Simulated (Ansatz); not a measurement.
## 5 guesses for Si5C and where they end

All numbers below come from DFT PBE, scalar-relativistic, plane waves, PAW in Ansatz. Settings: cutoff 420 eV, Γ-centred meshes spaced at most about 0.3 Å⁻¹, and about 0.25 Å⁻¹ or finer for metals (2π included), Gaussian smearing. No spin polarisation in the final relaxations.

Each guess was relaxed in cell and atoms at zero pressure, within the symmetry of its start. These are static total energies at zero pressure. Coordination counts Si atoms around C (those within 1.25 times the shortest such distance or 1.15 times the sum of covalent radii; the shortest distance is added where it exceeds 1.18 times the sum of covalent radii). For orderings, «n of Z unlike» gives the unlike atoms among the Z nearest shared sites at the start, averaged over those sites.

```tsv
guess	made from	start group	V start (Å³/atom)	end group	V end (Å³/atom)	coordination at the end	gap on mesh (eV)	E over the lowest end (meV/atom)
1	Si/C ordered on a cell of C	P-6m2	14.8	P-6m2	20.4	C 3	0	0
2	Si/C on hcp sites, 4.0 of 12 unlike	P-62m	14.8	P-62m	12.9	C 12 from 2.6 Å	0	529
3	Si/C on fcc sites, 2.7 of 12 unlike	P4/mmm	14.8	P4/mmm	12.6	C 8 from 2.3 Å	0	349
4	Si/C on hcp sites, 2.0 of 12 unlike	P-6m2	14.8	?	?	?	?	?
5	Si/C on fcc sites, 4.0 of 12 unlike	Cmmm	14.8	Cmmm	13.3	C 4	0	162
```

Guess 4 as it starts:

```
CELL_PARAMETERS angstrom
2.76086 0.00000 0.00000
-1.38043 2.39097 0.00000
0.00000 0.00000 13.45137
ATOMIC_POSITIONS crystal
Si 0.33333 0.66667 0.66667
Si 0.33333 0.66667 0.00000
Si 0.33333 0.66667 0.33333
Si 0.66667 0.33333 0.83333
Si 0.66667 0.33333 0.16667
C 0.66667 0.33333 0.50000
```

Problem. Fill in the missing row: what does this guess relax into, and where does it rank?

Solution. It ends in space group P-6m2 (No. 187), with a = 2.889 Å, c = 10.681 Å, 12.9 Å³/atom and no gap. It lies 69 meV/atom over the lowest end, above guess 1 and below guess 5. Counting Si atoms around C, this end has C 6 and the lowest (guess 1) has C 3. This end holds Si–Si pairs (shortest 2.43 Å); the lowest (guess 1) holds Si–Si nets (shortest 2.34 Å).

```cif
data_structure
_symmetry_space_group_name_H-M 'P-6m2'
_symmetry_Int_Tables_number 187
_cell_length_a 2.8895
_cell_length_b 2.8895
_cell_length_c 10.6809
_cell_angle_alpha 90.000
_cell_angle_beta 90.000
_cell_angle_gamma 120.000
_cell_volume 77.23
loop_
_atom_site_label
_atom_site_type_symbol
_atom_site_symmetry_multiplicity
_atom_site_Wyckoff_symbol
_atom_site_fract_x
_atom_site_fract_y
_atom_site_fract_z
_atom_site_occupancy
Si1 Si 2 h 0.33333 0.66667 0.61387 1
Si2 Si 1 c 0.33333 0.66667 0.00000 1
Si3 Si 2 i 0.66667 0.33333 0.81098 1
C1 C 1 f 0.66667 0.33333 0.50000 1
```

The zero of energy is the elements' standard structures at the same level; no fitted shifts are applied.

Problem. Is the lowest end bound against the elements?

Solution. No: its formation energy is +0.57 eV/atom. The separate elements lie lower, so it is unstable against them.

Weakly bound directions are ill-defined at this level, which has no dispersion term (P-6m2 at 20.4 Å³/atom), and this can change margins and order among such cells. The reference form of C is held partly by dispersion forces, which this level lacks. Cells relaxed within their symmetry can be saddle points. A lower structure may well exist outside this small set. Some candidate types were left out of the draw beforehand, so a known form may be missing.

None of these ends is a bound compound: even the lowest lies +0.57 eV/atom above the elements, and the others lie higher still. This fits the known chemistry, in which tetrahedral SiC is the only established bulk compound and excess silicon separates out. The likely reason is that both elements favour directional bonds, which neither close-packed sites nor silicon nets accommodate well. Silicon's diffuse 3p orbitals overlap poorly sideways, so three-coordinate nets gain little from π bonding.

The two highest ends have their nearest Si–C contacts at 2.3 and 2.6 Å, well beyond a normal bond, so their counts of 8 and 12 describe packing around carbon and the strong Si–C bonding is largely lost. Coordination alone doesn't set the order, however: guess 5, with four neighbours, lies above guess 4, with six. Strain in the silicon framework and the bond angles at carbon probably matter too. Separation into SiC and silicon, the more relevant test for this composition, isn't computed here.
